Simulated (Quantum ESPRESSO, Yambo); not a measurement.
Planning a run of Yambo 5.3.0 on PbS (Galena). The input:

```
HF_and_locXC
gw0
dyson
ppa
em1d
rim_cut
RandQpts= 1000000
RandGvec= 1 RL
EXXRLvcs= 76 Ry
VXCRLvcs= 304 Ry
Chimod= "HARTREE"
% BndsRnXp
 1 | 132 |
%
NGsBlkXp= 12 Ry
% LongDrXp
 1 | 1 | 1 |
%
% GbndRnge
 1 | 132 |
%
DysSolver= "n"
ExtendOut
PPAPntXp= 27.21138 eV
% QPkrange
 3 | 3 | 13 | 16 |
 1 | 1 | 13 | 16 |
%
```

The database entry behind the starting cell differs from later determinations by our own check (about 0.1 % short), so it need not match the best structure at ambient conditions.

```sh
OMP_NUM_THREADS=1 mpirun -n 4 yambo -F gw1.in -J gw1 -C gw1 > gw1.log
```

The stored states that it reads are on a 4×4×4 mesh. It takes space group Fm-3m (No. 225, cubic). The conventional cell has a = 5.931 Å, b = 5.931 Å, c = 5.931 Å, α = 90.00°, β = 90.00°, γ = 90.00°. Nearest to Pb lie 6 S at 2.97 Å. Nearest to S lie 6 Pb at 2.97 Å. Farther neighbours and most contacts between anions are not listed.

Q: Estimate wall time and host memory on 4 MPI ranks of Arm Neoverse V2, shared host.

It took 93 s; on shared hardware allow 46 s to 3.1 min. Peak host memory was 1.6 GiB.

The screening grows as filled bands × empty bands × pairs of k points, times the square of the screening basis for the matrix.

[Paths, hosts, dates, memory and timing lines, banners, echoed tables and standing remarks are left out of the program output.]

[Logs are printed without paths, hosts, clocks, repeated set-up lines and the standing remarks that a program may print on its own settings, such as how far it seeks lower states.]

[Runs of the session that timed out or met a known fault of the program may be left out.]

[Hosts, paths, dates, database ids (printed as entryN), source tags and the programs' standing remarks are cut or masked in the printed files.]
